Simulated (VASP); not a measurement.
**K: relaxation of cell and atoms with AM05**

Crystal: K.

```xyz
1
Lattice="-2.6125 2.6125 2.6125 2.6125 -2.6125 2.6125 2.6125 2.6125 -2.6125" Properties=species:S:1:pos:R:3 pbc="T T T"
K     0.0000    0.0000    0.0000
```

```json
{
 "Program": "VASP 6.6.1",
 "Task": "relaxation of cell and atoms",
 "Functional": "AM05",
 "Potentials or basis": "VASP PAW PBE potentials, release 64 (K_sv)",
 "Cutoff": "600 eV",
 "k mesh": "10 × 10 × 10",
 "Occupations": "methfessel-paxton, width 0.1 eV",
 "Spin": "no spin polarisation",
 "Further INCAR settings": "ALGO = Normal; EDIFF = 1e-06; IBRION = 2; EDIFFG = -0.01; NSW = 90; ISIF = 3"
}
```

- Relaxed volume: 74.05 Å³/atom
- Relaxed cell: a = 4.582 Å, b = 4.582 Å, c = 4.582 Å, α = 109.47°, β = 109.47°, γ = 109.47°
- Space group after relaxing (to 0.05 Å): Im-3m (No. 229)
- Energy gained by relaxing: 1.3 meV/atom
- Ionic steps: 3
- Pressure after relaxing: 0.0 GPa
- Band gap on the k mesh: none (metal or under the smearing width)

The path:
| step | energy change (eV) | largest force (eV/Å) | pressure (GPa) | volume (Å³) |
| --- | --- | --- | --- | --- |
| 1 | 0.0000 | 0.0000 | 0.15 | 71.32 |
| 2 | -0.0006 | 0.0000 | 0.11 | 72.02 |
| 3 | -0.0013 | 0.0000 | 0.01 | 74.05 |

Final structure:
```
K
1.0
    -2.64543    2.64543    2.64543
     2.64543   -2.64543    2.64543
     2.64543    2.64543   -2.64543
K
1
Cartesian
  0.0000 0.0000 0.0000
```

Levels at points of the mesh, in eV from the Fermi level:
| k point | band 2 | band 3 | band 4 | band 5 | band 6 | band 7 | band 8 |
| --- | --- | --- | --- | --- | --- | --- | --- |
| (0.00, 0.00, 0.00) | -15.53 | -15.53 | -15.53 | -2.14 | 4.32 | 4.32 | 4.32 |
| (0.50, 0.00, 0.00) | -15.60 | -15.56 | -15.53 | 0.46 | 0.67 | 3.18 | 4.89 |
| (0.50, 0.50, 0.50) | -15.58 | -15.58 | -15.58 | 1.67 | 1.67 | 3.47 | 3.47 |

Wall time 39 s on 1 thread of Intel(R) Xeon(R) Platinum 8375C CPU @ 2.90GHz (Ice Lake) (shared host), peak memory 0.22 GiB.

Caveat: the PAW data sets were made with another functional, which shifts forces and pressure a little. Zero-point motion and thermal expansion aren't in these numbers.
